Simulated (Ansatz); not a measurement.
Pb: all-electron results

```
Pb
1.0
     0.00000    2.46980    2.46980
     2.46980    0.00000    2.46980
     2.46980    2.46980    0.00000
Pb
1
Direct
  0.00000 0.00000 0.00000
```

The structure is an experimental refinement, used without relaxation. It is an old determination, and later ones may differ.

Spin–orbit coupling is left out, though it moves levels of the heavy atoms by tenths of an eV or more.

Method: DFT, PBE, all-electron LAPW, scalar-relativistic (Ansatz 0.2.0).

Settings: a Γ-centred 13×13×13 k mesh, Fermi–Dirac smearing of 0.08 eV, basis error target 0.25 meV/atom, no spin polarisation.

* Pressure at this cell: 27.7 kbar
* Band gap: none: bands cross the Fermi level, a metal
* Density of states at the Fermi level (0.2 eV bin): 0.52 states/eV per cell
* Volume per atom: 30.13 Å³
